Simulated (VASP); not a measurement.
# P (Im-3m) in VASP: a series of runs

The runs below take P through single point, with BLYP.

All numbers are computed with VASP 6.6.1; they aren't measurements. Logs are shortened: lines on timing, memory, paths and dates and some standing lists are left out, and cuts for length are marked.

## Step 1: Starting point

The structure is cubic, space group Im-3m (No. 229). Conventional cell: a = 3.193 Å, b = 3.193 Å, c = 3.193 Å, α = 90.00°, β = 90.00°, γ = 90.00°. Around P (site symmetry m-3m) lie 8 P at 2.77 Å.

This isn't the form of P at room conditions, which is orthorhombic.

## Step 2: Single point, BLYP

The input, INCAR:

```
PREC = Accurate
ENCUT = 520
EDIFF = 1E-6
ISMEAR = -1
SIGMA = 0.1
LREAL = False
LASPH = True
NELM = 80
ALGO = Fast
ISIF = 2
LWAVE = False
LCHARG = False
GGA = B5
ALDAX = 1.0
AGGAX = 1.0
AGGAC = 1.0
ALDAC = 0.0
NBANDS = 8
```

The input, KPOINTS:

```
Automatic mesh
0
Gamma
  23 23 23
```

The input, POSCAR:

```
P
1.0
   -1.5964820726      1.5964820726      1.5964820726
    1.5964820726     -1.5964820726      1.5964820726
    1.5964820726      1.5964820726     -1.5964820726
P
1
Direct
    0.0000000000      0.0000000000      0.0000000000
```

Potentials or basis: VASP PAW PBE potentials, release 64 (P).

Launch:

```bash
cat potpaw_PBE.64/P/POTCAR > POTCAR
mpirun -np 1 vasp_std > vasp.out
```

OUTCAR:

```text
PREC = Accurate
   ENCUT = 520
   EDIFF = 1E-6
   ISMEAR = -1
   LREAL = False
   LASPH = True
   NELM = 80
   ISIF = 2
   GGA = B5

 ion  position               nearest neighbor table
   1  0.000  0.000  0.000-

  LATTYP: Found a body centered cubic cell.
 ALAT       =     3.1929641452

  Lattice vectors:

 A1 = (  -1.5964820726,   1.5964820726,   1.5964820726)
 A2 = (   1.5964820726,  -1.5964820726,   1.5964820726)
 A3 = (   1.5964820726,   1.5964820726,  -1.5964820726)

Analysis of symmetry for initial positions (statically):
=====================================================================
 Subroutine PRICEL returns:
 Original cell was already a primitive cell.

 Routine SETGRP: Setting up the symmetry group for a
 body centered cubic supercell.

 Subroutine GETGRP returns: Found 48 space group operations
 (whereof 48 operations were pure point group operations)
 out of a pool of 48 trial point group operations.

The static configuration has the point symmetry O_h .

Analysis of symmetry for dynamics (positions and initial velocities):
=====================================================================
 Subroutine PRICEL returns:
 Original cell was already a primitive cell.

 Routine SETGRP: Setting up the symmetry group for a
 body centered cubic supercell.

 Subroutine GETGRP returns: Found 48 space group operations
 (whereof 48 operations were pure point group operations)
 out of a pool of 48 trial point group operations.

The dynamic configuration has the point symmetry O_h .

 Subroutine INISYM returns: Found 48 space group operations
 (whereof 48 operations are pure point group operations),
 and found     1 'primitive' translations

----------------------------------------------------------------------------------------

                                     Primitive cell

  volume of cell :      16.2762

  direct lattice vectors                    reciprocal lattice vectors
    -1.596482073  1.596482073  1.596482073     0.000000000  0.313188609  0.313188609
     1.596482073 -1.596482073  1.596482073     0.313188609  0.000000000  0.313188609
     1.596482073  1.596482073 -1.596482073     0.313188609  0.313188609  0.000000000

  length of vectors
     2.765188063  2.765188063  2.765188063     0.442915579  0.442915579  0.442915579

  position of ions in fractional coordinates (direct lattice)
     0.000000000  0.000000000  0.000000000

  ion indices of the primitive-cell ions
   primitive index   ion index
                 1           1

----------------------------------------------------------------------------------------

 KPOINTS: Automatic mesh

Automatic generation of k-mesh.
 Grid dimensions read from file:
 generate k-points for:   23   23   23

 Generating k-lattice:

  Cartesian coordinates                     Fractional coordinates (reciprocal lattice)
     0.000000000  0.013616896  0.013616896     0.043478261  0.000000000  0.000000000
     0.013616896  0.000000000  0.013616896     0.000000000  0.043478261  0.000000000
     0.013616896  0.013616896  0.000000000     0.000000000  0.000000000  0.043478261

  Length of vectors
     0.019257199  0.019257199  0.019257199

  Shift w.r.t. Gamma in fractional coordinates (k-lattice)
     0.000000000  0.000000000  0.000000000

 Subroutine IBZKPT returns following result:
 ===========================================

 Found    364 irreducible k-points:

 Following reciprocal coordinates:
            Coordinates               Weight
  0.000000  0.000000  0.000000      1.000000
  0.043478  0.000000  0.000000     12.000000
  0.086957  0.000000  0.000000     12.000000
  0.130435  0.000000  0.000000     12.000000
  0.173913  0.000000  0.000000     12.000000
  0.217391  0.000000  0.000000     12.000000
[... 16 lines left out ...]
  0.478261  0.043478  0.000000     24.000000
  0.086957  0.086957  0.000000     24.000000
 [... further k-points ...]
   k-points           NKPTS =    364   k-points in BZ     NKDIM =    364   number of bands    NBANDS=      8
   number of dos      NEDOS =    301   number of ions     NIONS =      1
   total plane-waves  NPLWV =  13824
   dimension x,y,z NGX =    24 NGY =   24 NGZ =   24
   dimension x,y,z NGXF=    48 NGYF=   48 NGZF=   48
   ions per type =               1
   NGX,Y,Z   is equivalent  to a cutoff of  14.43, 14.43, 14.43 a.u.
   NGXF,Y,Z  is equivalent  to a cutoff of  28.86, 28.86, 28.86 a.u.
 SYSTEM =  unknown system
   PREC   = accura    normal or accurate (medium, high low for compatibility)
   ISTART =      0    job   : 0-new  1-cont  2-samecut
   ICHARG =      2    charge: 1-file 2-atom 10-const
   ISPIN  =      1    spin polarized calculation?
   LNONCOLLINEAR =      F non collinear calculations
   LSORBIT =      F    spin-orbit coupling
   LASPH  =      T    aspherical Exc in radial PAW
   ENCUT  =  520.0 eV  38.22 Ry    6.18 a.u.   5.14  5.14  5.14*2*pi/ulx,y,z
   NELM   =     80;   NELMIN=  2; NELMDL= -5     # of ELM steps
   EDIFF  = 0.1E-05   stopping-criterion for ELM
   LREAL  =      F    real-space projection
[... 7 lines left out ...]
   TEBEG  =    0.0;   TEEND  =   0.0 temperature during run
   PSTRESS=    0.0 pullay stress
   NELECT =       5.0000    total number of electrons
   NUPDOWN=      -1.0000    fix difference up-down
   EMIN   =  10.00;   EMAX   =-10.00  energy-range for DOS
   EFERMI =   0.00;   METHOD = LEGACY
   ISMEAR =    -1;   SIGMA  =   0.10  broadening in eV -4-tet -1-fermi 0-gaus
   EFERMI_NEDOS =   21; number of points for ismear=-14 and -15
   IALGO  =     68    algorithm
   IMIX   =      4    mixing-type and parameters
     AMIX     =   0.40;   BMIX     =  1.00
     AMIX_MAG =   1.60;   BMIX_MAG =  1.00
  volume/ion in A,a.u.               =      16.28       109.84
  Fermi-wavevector in a.u.,A,eV,Ry     =   1.104623  2.087435 16.601723  1.220192
  Thomas-Fermi vector in A             =   2.241099
   LORBIT       =      0    0 simple, 1 ext, 2 COOP (PROOUT), +10 PAW based schemes
   GGA     = B5    functional components
   LHFCALC =     F    Hartree Fock is set to
   AEXX    =    0.0000 exact exchange contribution
   IVDW    =     0    specifies the selected vdW correction
   LEPSILON=     F    determine dielectric tensor
   LRPA    =     F    only Hartree local field effects (RPA)
 non-spin polarized calculation
 RMM-DIIS sequential band-by-band and
  energy-cutoff  :      520.00
  volume of cell :       16.28
 maximum number of plane-waves:       456
 NGX is ok and might be reduce to    24
   NGX = 11   NGY = 11   NGZ = 11

 number of electron       4.9999999 magnetization

 Free energy of the ion-electron system (eV)
  ---------------------------------------------------
  ext. energy  EPLUGINS =         0.00000000
  ---------------------------------------------------
  free energy    TOTEN  =        -3.67472534 eV

  energy without entropy =       -3.65682339  energy(sigma->0) =       -3.66577436

 E-fermi :   8.5444     XC(G=0): -10.2747

 val. band max:        8.5334972357   @ k =   0.1739   0.0870   0.0435
 cond. band min:       8.5621683665   @ k =  -0.4348   0.4348   0.3043
 fundamental gap:      0.0286711308
 Fermi energy:         8.5444223407

 k-point     1 :       0.0000    0.0000    0.0000
  band No.  band energies     occupation
      1      -6.4507      2.00000
      2      14.3414      0.00000
      3      14.3414      0.00000
      4      14.3414      0.00000
      5      20.2951      0.00000
      6      20.2951      0.00000
      7      20.2951      0.00000
      8      24.0948      0.00000

 k-point     2 :       0.0435    0.0000    0.0000
  band No.  band energies     occupation
      1      -6.4001      2.00000
      2      14.0420      0.00000
      3      14.1904      0.00000
      4      14.3176      0.00000
      5      20.1547      0.00000
      6      20.3342      0.00000
      7      20.5372      0.00000
      8      23.7396      0.00000

 k-point     3 :       0.0870    0.0000    0.0000
  band No.  band energies     occupation
      1      -6.2484      2.00000
      2      13.2343      0.00000
      3      13.8002      0.00000
      4      14.2476      0.00000
      5      19.7802      0.00000
      6      20.3135      0.00000
      7      21.2002      0.00000
      8      23.1741      0.00000

 k-point     4 :       0.1304    0.0000    0.0000
  band No.  band energies     occupation
      1      -5.9964      2.00000
      2      12.0936      0.00000
      3      13.2883      0.00000
      4      14.1357      0.00000
      5      19.2692      0.00000
      6      19.9965      0.00000
      7      22.1648      0.00000
      8      22.9569      0.00000

 k-point     5 :       0.1739    0.0000    0.0000
  band No.  band energies     occupation
      1      -5.6451      2.00000
      2      10.7658      0.00000
      3      12.7446      0.00000
      4      13.9898      0.00000
      5      18.7088      0.00000
      6      19.4171      0.00000
      7      23.1331      0.00000
      8      23.3371      0.00000
[... 177 lines left out ...]
 k-point    22 :       0.4348    0.0435    0.0000
  band No.  band energies     occupation
      1      -1.4161      2.00000
      2       2.3531      2.00000
      3      10.3122      0.00000
      4      12.7699      0.00000
      5      16.5387      0.00000
      6      16.9956      0.00000
      7      25.9853      0.00000
      8      26.8607      0.00000

 k-point    23 :       0.4783    0.0435    0.0000
  band No.  band energies     occupation
      1      -1.0782      2.00000
      2       1.9300      2.00000
      3      10.2681      0.00000
      4      12.7437      0.00000
      5      16.4915      0.00000
      6      16.9480      0.00000
      7      26.4227      0.00000
      8      26.7549      0.00000

 k-point    24 :       0.0870    0.0870    0.0000
  band No.  band energies     occupation
      1      -5.8456      2.00000
      2      11.6638      0.00000
      3      12.9801      0.00000
      4      13.7686      0.00000
      5      19.3163      0.00000
      6      20.0641      0.00000
      7      22.3422      0.00000
      8      22.4317      0.00000

 [... further k-points ...]
[... 5 lines left out ...]
  --------------------------------------------------------------------------------------
  -------------------------------------------------------------------------------------
  Total        0.0031916      0.0031916      0.0031916      0.0000000      0.0000000      0.0000000
  in kB        0.3141680      0.3141680      0.3141680      0.0000000      0.0000000      0.0000000
  external PRESSURE =       0.3141680 kB  Pullay stress =       0.0000000 kB

 VOLUME and BASIS-vectors are now :
 -----------------------------------------------------------------------------
  energy-cutoff  :      520.00
  volume of cell :       16.28
      direct lattice vectors                 reciprocal lattice vectors
    -1.596482073  1.596482073  1.596482073     0.000000000  0.313188609  0.313188609
     1.596482073 -1.596482073  1.596482073     0.313188609  0.000000000  0.313188609
     1.596482073  1.596482073 -1.596482073     0.313188609  0.313188609  0.000000000

 POSITION                                       TOTAL-FORCE (eV/Angst)
 -----------------------------------------------------------------------------------
      0.00000      0.00000      0.00000         0.000000     -0.000000      0.000000
 -----------------------------------------------------------------------------------
    total drift:                                0.000000      0.000000      0.000000

  FREE ENERGIE OF THE ION-ELECTRON SYSTEM (eV)
  ---------------------------------------------------
  free  energy   TOTEN  =        -3.6747253358 eV

  energy  without entropy=       -3.6568233907  energy(sigma->0) =       -3.66577436
```

It took 13 s on 1 thread of Intel Xeon 6975P-C (Granite Rapids), shared host; peak memory 0.16 GiB.

Results:

```
Free energy            : -3.6747 eV
Pressure               : 0.0 GPa
Band gap on the k mesh : none (metal or under the smearing width)
```

Levels at points of the mesh, in eV from the Fermi level:
| k point | band 1 | band 2 | band 3 | band 4 | band 5 | band 6 | band 7 |
| --- | --- | --- | --- | --- | --- | --- | --- |
| (0.00, 0.00, 0.00) | -15.00 | 5.80 | 5.80 | 5.80 | 11.75 | 11.75 | 11.75 |

Caveat: the PAW data sets were made with another functional, which shifts forces and pressure a little.

## Step 3: Single point, BLYP

This run uses another cell than the first one, of 16.93 Å³/atom, 1.040 times its volume.

The input, INCAR:

```
SYSTEM = P
PREC     = Accurate       ! precision mode
ENCUT    = 520            ! plane-wave cutoff, eV
EDIFF    = 1E-6           ! SCF threshold, eV
ISMEAR   = -1             ! smearing method
SIGMA    = 0.1            ! smearing width, eV
LREAL    = .FALSE.        ! projectors in reciprocal space
LASPH    = .TRUE.         ! aspherical terms in the spheres
NELM     = 100            ! most SCF steps
ALGO     = Normal         ! electronic algorithm
ISIF     = 2              ! what is computed and relaxed
LWAVE    = .FALSE.        ! write WAVECAR
LCHARG   = .TRUE.         ! write CHGCAR
GGA      = B5             ! functional
ALDAX    = 1.0          
AGGAX    = 1.0          
AGGAC    = 1.0          
ALDAC    = 0.0          
LELF     = .TRUE.         ! ELF
LVHAR    = .TRUE.       
NBANDS   = 8              ! bands
```

The input, KPOINTS:

```
regular mesh
0
G
  16 16 16
  0 0 0
```

The input, POSCAR:

```
P
1.0
   -1.6174908248      1.6174908248      1.6174908248
    1.6174908248     -1.6174908248      1.6174908248
    1.6174908248      1.6174908248     -1.6174908248
P
1
Direct
    0.0000000000      0.0000000000      0.0000000000
```

Potentials or basis: VASP PAW PBE potentials, release 64 (P).

Launch:

```bash
cat potpaw_PBE.64/P/POTCAR > POTCAR
mpirun -np 1 vasp_std > vasp.out
```

It took 7.2 s on 1 thread of Intel Xeon 6975P-C (Granite Rapids), shared host; peak memory 0.14 GiB.

It converged, with:

- Free energy: -3.6679 eV
- Pressure: -2.3 GPa
- Band gap on the k mesh: none (metal or under the smearing width)

Levels at points of the mesh, in eV from the Fermi level:
```csv
k point,band 1,band 2,band 3,band 4,band 5,band 6,band 7,band 8
"(0.00, 0.00, 0.00)",-14.60,5.52,5.52,5.52,11.70,11.70,11.70,15.39
"(0.50, 0.00, 0.00)",-9.53,-6.34,1.87,4.33,7.80,7.96,17.85,18.16
"(0.50, 0.50, 0.50)",-5.45,-2.14,-2.14,-2.14,3.67,3.67,21.63,21.63
```

Caveat: the PAW data sets were made with another functional, which shifts forces and pressure a little.

## Step 4: Single point, BLYP

This run uses another cell than the first one, of 15.63 Å³/atom, 0.960 times its volume.

The input, INCAR:

```
SYSTEM = P
AGGAC = 1.0
AGGAX = 1.0
ALDAC = 0.0
ALDAX = 1.0
ALGO = Normal
EDIFF = 1E-7
ENCUT = 520
GGA = B5
ISIF = 2
ISMEAR = -1
LASPH = .TRUE.
LCHARG = .FALSE.
LREAL = .FALSE.
LWAVE = .FALSE.
NBANDS = 8
NELM = 80
PREC = Accurate
SIGMA = 0.1
```

The input, KPOINTS:

```
k-points
0
G
  16 16 16
  0 0 0
```

The input, POSCAR:

```
P
1.0
   -1.5749053455      1.5749053455      1.5749053455
    1.5749053455     -1.5749053455      1.5749053455
    1.5749053455      1.5749053455     -1.5749053455
P
1
Direct
    0.0000000000      0.0000000000      0.0000000000
```

Launch:

```bash
cat potpaw_PBE.64/P/POTCAR > POTCAR
mpirun -np 1 vasp_std > vasp.out
```

Wall time 6 s (1 thread of Intel Xeon 6975P-C (Granite Rapids), shared host); peak memory 0.13 GiB.

The run converged. Its results:

| Item | Value |
| --- | --- |
| Free energy | -3.6652 eV |
| Pressure | 3.3 GPa |
| Band gap on the k mesh | none (metal or under the smearing width) |

Levels at points of the mesh, in eV from the Fermi level:
| k point | band 1 | band 2 | band 3 | band 4 | band 5 | band 6 | band 7 |
| --- | --- | --- | --- | --- | --- | --- | --- |
| (0.00, 0.00, 0.00) | -15.35 | 6.16 | 6.16 | 6.16 | 11.87 | 11.87 | 11.87 |
| (0.50, 0.00, 0.00) | -9.72 | -6.93 | 2.08 | 4.75 | 7.71 | 8.18 | 18.56 |
| (0.50, 0.50, 0.50) | -4.98 | -2.33 | -2.33 | -2.33 | 3.31 | 3.31 | 22.50 |

Caveat: the PAW data sets were made with another functional, which shifts forces and pressure a little.

## Step 5: Summary

```csv
cell,k mesh,gap on the mesh (eV),pressure (GPa)
"Im-3m, 16.28 Å³/atom",23 × 23 × 23,none,0.0
"Im-3m, 16.93 Å³/atom",16 × 16 × 16,none,-2.3
"Im-3m, 15.63 Å³/atom",16 × 16 × 16,none,3.3
```

Alike in all rows: task single point; level BLYP; potentials or basis VASP PAW PBE potentials, release 64 (P); no spin polarisation; cutoff (eV) 520; smearing fermi-dirac 0.1 eV.

Every run on the cell as given and a fine mesh finds a metal.

Caveats: the PAW data sets were made with another functional, which shifts forces and pressure a little.

Absolute energies hang on the potentials; compare differences alone.
